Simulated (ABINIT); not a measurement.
Here is an ABINIT 10.8.3 (patched build) calculation.

Contents of run.abi:

```
ndtset 7
getwfk -1
scalecart1 3*0.9795861087
scalecart2 3*0.9864848297
scalecart3 3*0.9932883884
scalecart4 3*1.0000000000
scalecart5 3*1.0066227096
scalecart6 3*1.0131594038
scalecart7 3*1.0196128224

pp_dirpath "./"
pseudos "Te.GGA_PBE-JTH.xml, Cd.GGA_PBE-JTH.xml"

acell 3*1.0 Angstrom
rprim
     0.0000000000     3.2050000000     3.2050000000
     3.2050000000     0.0000000000     3.2050000000
     3.2050000000     3.2050000000     0.0000000000
ntypat 2
znucl 52 48
natom 2
typat 1 2
xred
     0.7500000000     0.7500000000     0.7500000000
     0.0000000000     0.0000000000     0.0000000000

ecut 17.0
pawecutdg 34.0

kptopt 1
ngkpt 7 7 7
nshiftk 1
shiftk 0.0 0.0 0.0

ixc 11
vdw_xc 7

nband 13
occopt 3
tsmear 0.05 eV

nstep 100
tolvrs 1.0e-9

iomode 3
prtwf 1
prtden 0
prteig 0
prtebands 0
```

Potentials or basis: JTH PAW PBE v2.0.

Command:

```bash
$ abinit run.abi > log 2>&1
```

(1) Estimate the equilibrium volume.

(2) What does it give for the pressure derivative of the bulk modulus?

Results:

(1) 34.67 Å³/atom.

(2) 4.7 (rough: it moves with the points fitted).

Caveat: the cutoff is too short for stress, so the log's stress isn't used; pressures at fixed basis lie under the slope of the energies.

**Experimental background.**

“Multiscale insight into the Cd1-xZnxTe vibrational-mechanical properties -- High-pressure experiments and ab initio calculations”, 2023, arxiv:2306.14539 quotes, for a powder of CdTe: bulk modulus 42 ± 2 GPa.

Against the measured bulk modulus of CdTe, 42 GPa (powder; quoted in “Multiscale insight into the Cd1-xZnxTe vibrational-mechanical properties -- High-pressure experiments and ab initio calculations”, 2023, arxiv:2306.14539), the calculated 40 GPa is off by -3.9 %. The fit is for a static lattice scaled at fixed shape and fixed fractional positions.
